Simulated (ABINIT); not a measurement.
# GaSb (F-43m) in ABINIT: further runs

The runs below take GaSb through single point, with PBE, PBEsol.

Program: ABINIT 10.8.3 (patched build). These are calculated values, not measurements. Logs are shortened: lines on timing, memory, paths and dates and some standing lists are left out, and cuts for length are marked. The log counts tension as positive stress, the text compression.

**The experiment to reproduce.**

From a printed reference work, data compilation, for a bulk crystal of GaSb at 4.2 K: band gap 0.811 eV (direct).

How close the calculation comes is told below.

## Step 1: Starting point

The structure is cubic, space group F-43m (No. 216). The conventional cell has a = 6.118 Å, b = 6.118 Å, c = 6.118 Å, α = 90.00°, β = 90.00°, γ = 90.00°. Around Sb (site symmetry -43m) lie 4 Ga at 2.65 Å. Ga (site symmetry -43m) has 4 Sb at 2.65 Å as nearest neighbours.

## Step 2: Single point, PBE, spin-orbit coupling, no magnetisation

run.abi

```
# Pseudopotentials
pp_dirpath "./"
pseudos "Sb.upf, Ga.upf"

# Structure
acell 8.1751050464 8.1751050464 8.1751050464
rprim
     0.0000000000     0.7071067812     0.7071067812
     0.7071067812     0.0000000000     0.7071067812
     0.7071067812     0.7071067812     0.0000000000
ntypat 2
znucl 51 31
natom 2
typat 1 2
xred
     0.7500000000     0.7500000000     0.7500000000
     0.0000000000     0.0000000000     0.0000000000

# Plane-wave basis
ecut 36.0

# k points
kptopt 1
ngkpt 6 6 6
nshiftk 1
shiftk 0.0 0.0 0.0

# Exchange and correlation
ixc 11

# Bands and occupations
nband 36
occopt 3
tsmear 0.00183747

# Spin
nspinor 2
nspden 1
so_psp 2*1

# SCF cycle
nstep 100
tolvrs 1.0e-10

# Output
iomode 3
prtwf 0
prteig 0
prtebands 0
enunit 1
prtden 1
prtvha 1
prtvclmb 1
prtpot 1
```

Potentials or basis: PseudoDojo NC FR PBE v0.4 standard.

Command:

```bash
> abinit run.abi > log 2>&1
```

run.abo:

```text
.Version 10.8.3 of ABINIT
 Symmetries : space group F-4 3 m (#216); Bravais cF (face-center cubic)
================================================================================
 Values of the parameters that define the memory need of the present run
     intxc =       0    ionmov =       0      iscf =       7    lmnmax =      15
     lnmax =      15     mgfft =      48  mpssoang =       5    mqgrid =    3001
     natom =       2  nloc_mem =       1    nspden =       1   nspinor =       2
    nsppol =       1      nsym =      24    n1xccc =    2501    ntypat =       2
    occopt =       3   xclevel =       2
       mpw =        3996          nfft =      110592          nkpt =          16
================================================================================
================================================================================

--------------------------------------------------------------------------------
------------- Echo of variables that govern the present computation ------------
--------------------------------------------------------------------------------
 -outvars: echo values of preprocessed input variables --------
            acell      8.1751050464E+00  8.1751050464E+00  8.1751050464E+00 Bohr
              amu      1.21753000E+02  6.97230000E+01
             ecut      3.60000000E+01 Hartree
           enunit           1
              ixc          11
         kptrlatt        6    0    0      0    6    0      0    0    6
          kptrlen      4.90506303E+01
            natom           2
            nband          36
            ngfft          48      48      48
             nkpt          16
          nspinor           2
            nstep         100
             nsym          24
           ntypat           2
           occopt           3
        prtebands           0
           prteig           0
           prtpot           1
         prtvclmb           1
           prtvha           1
            prtwf           0
            rprim      0.0000000000E+00  7.0710678120E-01  7.0710678120E-01
                       7.0710678120E-01  0.0000000000E+00  7.0710678120E-01
                       7.0710678120E-01  7.0710678120E-01  0.0000000000E+00
          spgroup         216
           tolvrs      1.00000000E-10
           tsmear      1.83747000E-03 Hartree
            typat      1  2
           xangst      4.5884999970E+00  4.5884999970E+00  4.5884999970E+00
                       0.0000000000E+00  0.0000000000E+00  0.0000000000E+00
            xcart      8.6710083230E+00  8.6710083230E+00  8.6710083230E+00
                       0.0000000000E+00  0.0000000000E+00  0.0000000000E+00
             xred      7.5000000000E-01  7.5000000000E-01  7.5000000000E-01
                       0.0000000000E+00  0.0000000000E+00  0.0000000000E+00
            znucl       51.00000   31.00000

================================================================================

 chkinp: Checking input parameters for consistency.

================================================================================
== DATASET  1 ==================================================================

--- !DatasetInfo
iteration_state: {dtset: 1, }
dimensions: {natom: 2, nkpt: 16, mband: 36, nsppol: 1, nspinor: 2, nspden: 1, mpw: 3996, }
cutoff_energies: {ecut:  36.0, pawecutdg:  -1.0, }
electrons: {nelect:   2.80000000E+01, charge:   0.00000000E+00, occopt:   3.00000000E+00, tsmear:   1.83747000E-03, }
meta: {optdriver: 0, ionmov: 0, optcell: 0, iscf: 7, paral_kgb: 0, }
...

 Exchange-correlation functional for the present dataset will be:
  GGA: Perdew-Burke-Ernzerhof functional - ixc=11
  J.P.Perdew, K.Burke, M.Ernzerhof, PRL 77, 3865 (1996)

 Real(R)+Recip(G) space primitive vectors, cartesian coordinates (Bohr,Bohr^-1):
 R(1)=  0.0000000  5.7806722  5.7806722  G(1)= -0.0864951  0.0864951  0.0864951
 R(2)=  5.7806722  0.0000000  5.7806722  G(2)=  0.0864951 -0.0864951  0.0864951
 R(3)=  5.7806722  5.7806722  0.0000000  G(3)=  0.0864951  0.0864951 -0.0864951
 Unit cell volume ucvol=  3.8633587E+02 bohr^3
 Angles (23,13,12)=  6.00000000E+01  6.00000000E+01  6.00000000E+01 degrees

 getcut: wavevector=  0.0000  0.0000  0.0000  ngfft=  48  48  48
         ecut(hartree)=     36.000   => boxcut(ratio)=   2.17386

--- Pseudopotential description ------------------------------------------------
- pspini: atom type   1  psp file is ./Sb.upf
12 -101130 2 -1 1468                          pspcod,pspxc,lmax,lloc,mmax
     nproj     2     4     2     0
     spin-orbit psp
        nprojso     4     3     0

- pspini: atom type   2  psp file is ./Ga.upf
12 -101130 2 -1 1926                          pspcod,pspxc,lmax,lloc,mmax
     nproj     2     3     2     0
     spin-orbit psp
        nprojso     4     3     0

   1.43752129E+03                                ecore*ucvol(ha*bohr**3)
--------------------------------------------------------------------------------

================================================================================

--- !BeginCycle
iteration_state: {dtset: 1, }
solver: {iscf: 7, nstep: 100, nline: 4, wfoptalg: 0, }
tolerances: {tolvrs: 1.00E-10, }
...

     iter   Etot(hartree)      deltaE(h)  residm     vres2
 ETOT  1  -164.36757540075    -1.644E+02 5.800E-01 3.815E+03
 ETOT  2  -166.67329699757    -2.306E+00 5.670E-02 5.975E+03
 ETOT  3  -167.25381432904    -5.805E-01 4.713E-02 1.147E+03
 ETOT  4  -167.33434307031    -8.053E-02 9.158E-02 4.975E+02
 ETOT  5  -167.38651911897    -5.218E-02 8.239E-03 7.083E+01
 ETOT  6  -167.39272574100    -6.207E-03 1.741E-03 1.909E+01
 ETOT  7  -167.39508382696    -2.358E-03 5.233E-04 2.231E-01
 ETOT  8  -167.39510926162    -2.543E-05 2.016E-04 1.490E-02
 ETOT  9  -167.39511092876    -1.667E-06 6.134E-05 1.941E-03
 ETOT 10  -167.39511116871    -2.400E-07 2.795E-05 8.961E-07
 ETOT 11  -167.39511116905    -3.384E-10 9.533E-06 1.051E-07
 ETOT 12  -167.39511116907    -1.799E-11 4.530E-06 2.163E-08
 ETOT 13  -167.39511116906     6.395E-12 1.576E-06 1.755E-09
 ETOT 14  -167.39511116906     2.842E-13 7.534E-07 6.865E-12

 At SCF step   14       vres2   =  6.86E-12 < tolvrs=  1.00E-10 =>converged.

 Cartesian components of stress tensor (hartree/bohr^3)
  sigma(1 1)= -3.89588592E-05  sigma(3 2)=  0.00000000E+00
  sigma(2 2)= -3.89588592E-05  sigma(3 1)=  0.00000000E+00
  sigma(3 3)= -3.89588592E-05  sigma(2 1)=  0.00000000E+00

--- !ResultsGS
iteration_state: {dtset: 1, }
comment   : Summary of ground state results
lattice_vectors:
- [  0.0000000,   5.7806722,   5.7806722, ]
- [  5.7806722,   0.0000000,   5.7806722, ]
- [  5.7806722,   5.7806722,   0.0000000, ]
lattice_lengths: [   8.17511,    8.17511,    8.17511, ]
lattice_angles: [ 60.000,  60.000,  60.000, ] # degrees, (23, 13, 12)
lattice_volume:   3.8633587E+02
convergence: {deltae:  2.842E-13, res2:  6.865E-12, residm:  7.534E-07, diffor: null, }
etotal    :  -1.67395111E+02
entropy   :   0.00000000E+00
fermie    :   1.81512970E-01
cartesian_stress_tensor: # hartree/bohr^3
- [ -3.89588592E-05,   0.00000000E+00,   0.00000000E+00, ]
- [  0.00000000E+00,  -3.89588592E-05,   0.00000000E+00, ]
- [  0.00000000E+00,   0.00000000E+00,  -3.89588592E-05, ]
pressure_GPa:   1.1462E+00
xred      :
- [  7.5000E-01,   7.5000E-01,   7.5000E-01, Sb]
- [  0.0000E+00,   0.0000E+00,   0.0000E+00, Ga]
cartesian_forces: # hartree/bohr
- [  1.16450351E-29,   1.16450351E-29,  -3.49351052E-29, ]
- [ -1.16450351E-29,  -1.16450351E-29,   3.49351052E-29, ]
force_length_stats: {min:   3.86222119E-29, max:   3.86222119E-29, mean:   3.86222119E-29, }
...

 Integrated electronic density in atomic spheres:
 ------------------------------------------------
 Atom  Sphere_radius  Integrated_density
    1        2.00000         11.24051690
    2        2.00000         10.80662832
================================================================================

 ----iterations are completed or convergence reached----

 Mean square residual over all n,k,spin=   22.351E-10; max=  75.341E-08
 reduced coordinates (array xred) for    2 atoms
       0.750000000000      0.750000000000      0.750000000000
       0.000000000000      0.000000000000      0.000000000000
 rms dE/dt=  1.9040E-28; max dE/dt=  2.6926E-28; dE/dt below (all hartree)
    1       0.000000000000      0.000000000000      0.000000000000
    2      -0.000000000000     -0.000000000000      0.000000000000

 cartesian coordinates (angstrom) at end:
    1      4.58849999696772     4.58849999696772     4.58849999696772
    2      0.00000000000000     0.00000000000000     0.00000000000000

 cartesian forces (hartree/bohr) at end:
    1      0.00000000000000     0.00000000000000    -0.00000000000000
    2     -0.00000000000000    -0.00000000000000     0.00000000000000
 frms,max,avg= 2.2298544E-29 3.4935105E-29   0.000E+00  0.000E+00  0.000E+00 h/b

 cartesian forces (eV/Angstrom) at end:
    1      0.00000000000000     0.00000000000000    -0.00000000000000
    2     -0.00000000000000    -0.00000000000000     0.00000000000000
 frms,max,avg= 1.1466373E-27 1.7964353E-27   0.000E+00  0.000E+00  0.000E+00 e/A
 length scales=  8.175105046400  8.175105046400  8.175105046400 bohr
              =  4.326079284358  4.326079284358  4.326079284358 angstroms
 Fermi (or HOMO) energy (eV) =   4.93922   Average Vxc (eV)=  -9.41374
 Eigenvalues (   eV  ) for nkpt=  16  k points:
 kpt#   1, nband= 36, wtk=  0.00463, kpt=  0.0000  0.0000  0.0000 (reduced coord)
 -24.79424  -24.79424  -24.79424  -24.79424  -23.56242  -23.56242  -23.55108  -23.55108
 -23.55108  -23.55108  -10.56174  -10.56174  -10.56174  -10.56174  -10.12466  -10.12466
 -10.09188  -10.09188  -10.09188  -10.09188   -6.75193   -6.75193    4.22999    4.22999
   4.76540    4.76540    4.94460    4.94460    4.94460    4.94460    7.36711    7.36711
   7.58187    7.58187    7.58187    7.58187
 prteigrs : prtvol=0 or 1, do not print more k-points.

--- !EnergyTerms
iteration_state     : {dtset: 1, }
comment             : Components of total free energy in Hartree
kinetic             :  1.15797796011934E+02
hartree             :  5.04958204129315E+01
xc                  : -4.36611512564143E+01
Ewald energy        : -9.16498378809280E+01
psp_core            :  3.72091077718064E+00
local_psp           : -1.44633317689514E+02
non_local_psp       : -5.74652980466288E+01
internal            : -1.67395077671440E+02
'-kT*entropy'       : -3.34976211375484E-05
total_energy        : -1.67395111169061E+02
total_energy_eV     : -4.55505302571025E+03
band_energy         : -1.26827132049832E+01
...

 Cartesian components of stress tensor (hartree/bohr^3)
  sigma(1 1)= -3.89588592E-05  sigma(3 2)=  0.00000000E+00
  sigma(2 2)= -3.89588592E-05  sigma(3 1)=  0.00000000E+00
  sigma(3 3)= -3.89588592E-05  sigma(2 1)=  0.00000000E+00

-Cartesian components of stress tensor (GPa)         [Pressure=  1.1462E+00 GPa]
- sigma(1 1)= -1.14620921E+00  sigma(3 2)=  0.00000000E+00
- sigma(2 2)= -1.14620921E+00  sigma(3 1)=  0.00000000E+00
- sigma(3 3)= -1.14620921E+00  sigma(2 1)=  0.00000000E+00

== END DATASET(S) ==============================================================
================================================================================

 -outvars: echo values of variables after computation  --------
            acell      8.1751050464E+00  8.1751050464E+00  8.1751050464E+00 Bohr
           etotal     -1.6739511117E+02
            fcart      1.1645035053E-29  1.1645035053E-29 -3.4935105160E-29
                      -1.1645035053E-29 -1.1645035053E-29  3.4935105160E-29
            rprim      0.0000000000E+00  7.0710678120E-01  7.0710678120E-01
                       7.0710678120E-01  0.0000000000E+00  7.0710678120E-01
                       7.0710678120E-01  7.0710678120E-01  0.0000000000E+00
           strten     -3.8958859244E-05 -3.8958859244E-05 -3.8958859244E-05
                       0.0000000000E+00  0.0000000000E+00  0.0000000000E+00
           xangst      4.5884999970E+00  4.5884999970E+00  4.5884999970E+00
                       0.0000000000E+00  0.0000000000E+00  0.0000000000E+00
             xred      7.5000000000E-01  7.5000000000E-01  7.5000000000E-01
                       0.0000000000E+00  0.0000000000E+00  0.0000000000E+00
 Calculation completed.
```

Wall time 5.7 min (1 thread of Arm Neoverse V1, shared host); peak memory 0.15 GiB.

Results:

| Property | Result |
| --- | --- |
| Free energy | -4555.0530 eV |
| Pressure | 1.1 GPa |
| Band gap on the k mesh | none (metal or under the smearing width) |
| Valence electrons inside the program's atomic spheres | Sb 11.24; Ga 10.81 |

Caveat: this crystal is a semiconductor, whose small gap the functional closes, so the metal is an error of the method.

[end of part 1 of 2]
